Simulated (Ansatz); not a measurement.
One relaxed cell of CsCl at several levels

A database entry relaxed whole under r2SCAN at zero pressure (Pm-3m, No. 221):

```yaml
crystal:
  lattice:
    - [4.13997, 0.00000, 0.00000]
    - [0.00000, 4.13997, 0.00000]
    - [0.00000, 0.00000, 4.13997]
  atoms:
    - { symbol: Cs, position: [0.00000, 0.00000, 0.00000] }
    - { symbol: Cl, position: [0.50000, 0.50000, 0.50000] }
```

Its volume is 35.48 Å³ an atom, +1.2 % against the entry's 35.04, which is old or was flagged in a check.

Single points on this cell with plane-wave PAW DFT (Ansatz 0.2.0; r2SCAN 500 eV, hybrids 420 eV; fermi-dirac occupations of width 0.020 eV; no moments): r2SCAN on a 8×8×8 Γ-centred mesh; r2SCAN with spin-orbit coupling on a 8×8×8 Γ-centred mesh; HSE06 on a 6×6×6 Γ-centred mesh; PBE0 on a 6×6×6 Γ-centred mesh.

Q: How do gap, pressure and charges move from level to level?

A: The runs give:

```tsv
level	gap (eV), or kind	pressure (GPa)	Bader charge of Cs (e)	Bader charge of Cl (e)
r2SCAN	5.91	0.0	+0.85	-0.85
r2SCAN with spin-orbit coupling	5.85	0.0	+0.85	-0.85
HSE06	6.53	0.4	+0.86	-0.86
PBE0	7.25	0.4	+0.86	-0.86
```

Under r2SCAN the gap is 5.91 eV, over mesh and band path. HSE06 moves it by +0.62 eV and PBE0 by +1.34 eV; PBE0 keeps its exact exchange at long range, which widens the gap over HSE06's by 0.72 eV on their common mesh. Spin-orbit coupling moves the r2SCAN gap by -0.06 eV.

Caveats: the relaxation kept the start's symmetry; HSE06 is read on its mesh and at the zone's corners, PBE0 on its mesh alone; hybrid pressures are good to a few tenths of a GPa; pressure is positive in compression.
